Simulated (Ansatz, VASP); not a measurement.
# BN: 3 runs at one level of theory

The starting cell:

```xyz
2
Lattice="0.0000 1.8130 1.8130 1.8130 0.0000 1.8130 1.8130 1.8130 0.0000" Properties=species:S:1:pos:R:3 pbc="T T T"
N     0.9065    0.9065    0.9065
B     0.0000    0.0000    0.0000
```

The cell is a database's computed one, not the measured one.

Alike in all runs: task relaxation of cell and atoms; functional PBEsol; dispersion D3(BJ); k mesh 13 × 13 × 13; occupations fermi-dirac, width 0.05 eV; no spin polarisation; no spin-orbit coupling.

```json
{"program and potentials": "Ansatz, Ansatz PAW", "plane-wave cutoff (eV)": "420", "notes": "potentials made for PBE, which Ansatz adapts in part", "equilibrium volume (Å³/atom)": "5.80"}
{"program and potentials": "VASP, PBE PAW files B, N, 600 eV", "plane-wave cutoff (eV)": "600", "notes": "potentials made for PBE", "equilibrium volume (Å³/atom)": "5.80"}
{"program and potentials": "Ansatz, all-electron LAPW, scalar-relativistic", "plane-wave cutoff (eV)": "-", "notes": "-", "equilibrium volume (Å³/atom)": "5.80"}
```

All agree on the equilibrium volume. Relaxations stop with a little pressure left, so the last digit of a volume isn't settled.

Differences between rows come from potentials, basis sets and numerical settings, since the functional is the same but for its coding. Runs on potential files found faulty are left out.
